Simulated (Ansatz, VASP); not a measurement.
## MgO: VASP beside Ansatz

File INCAR:

```
SYSTEM = MgO
ALGO = Normal
EDIFF = 1E-6
ENCUT = 520
ISIF = 2
ISMEAR = 0
LASPH = .TRUE.
LCHARG = .FALSE.
LREAL = .FALSE.
LWAVE = .FALSE.
NBANDS = 11
NELM = 60
PREC = Accurate
SIGMA = 0.05
```

KPOINTS

```
k-points
0
G
  10 10 10
  0 0 0
```

POSCAR

```
MgO
1.0
   -0.1067575000      2.1351500000      2.1351500000
    2.1351500000     -0.1067575000      2.1351500000
    2.0283925000      2.0283925000      0.0000000000
Mg O
1 1
Direct
    0.0000000000      0.0000000000      0.0000000000
    0.5000000000      0.5000000000      0.5000000000
```

Input for Ansatz:

```yaml
crystal:
  lattice:
    - [-0.1067575, 2.13515, 2.13515]
    - [2.13515, -0.1067575, 2.13515]
    - [2.0283925, 2.0283925, 0.0]
  atoms:
    - { symbol: Mg, position: [0.0, 0.0, 0.0] }
    - { symbol: O, position: [0.5, 0.5, 0.5] }
basis:
  ecutwfc: 420
kpoints:
  mp_grid: { grid: [10, 10, 10] }
hamiltonian:
  xc: lda
scf:
  occupations: { method: gaussian, width: 0.05 }
output:
  forces: true
  stress: true
  eigenvalues: true
```

Change from the starting cell: strain -0.1000 x Voigt [0, 0, 0, 0, 0, 1], atoms carried along.

Alike in both runs: task single point; functional LDA; k mesh 10 × 10 × 10; occupations gaussian, width 0.05 eV; no spin polarisation.

|  | VASP | Ansatz |
| --- | --- | --- |
| version | VASP 6.6.1 | Ansatz 0.2.0 |
| potentials or method | VASP PAW LDA potentials, release 64 (Mg, O) | scalar-relativistic, plane waves, PAW |
| plane-wave cutoff (eV) | 520 | 420 |
| valence electrons in the cell | 8 | 16 |

```tsv
	VASP	Ansatz	Ansatz less VASP
gap on the k mesh at the Fermi level (eV)	3.77	3.77	+0.004
least direct gap on the mesh (eV)	3.77	3.77	+0.004
pressure (GPa)	-12.8	-11.2	+1.67
largest component of the traceless stress (GPa)	14.34	14.16	-0.184
```

The two sets of potentials don't hold the same shells in valence.
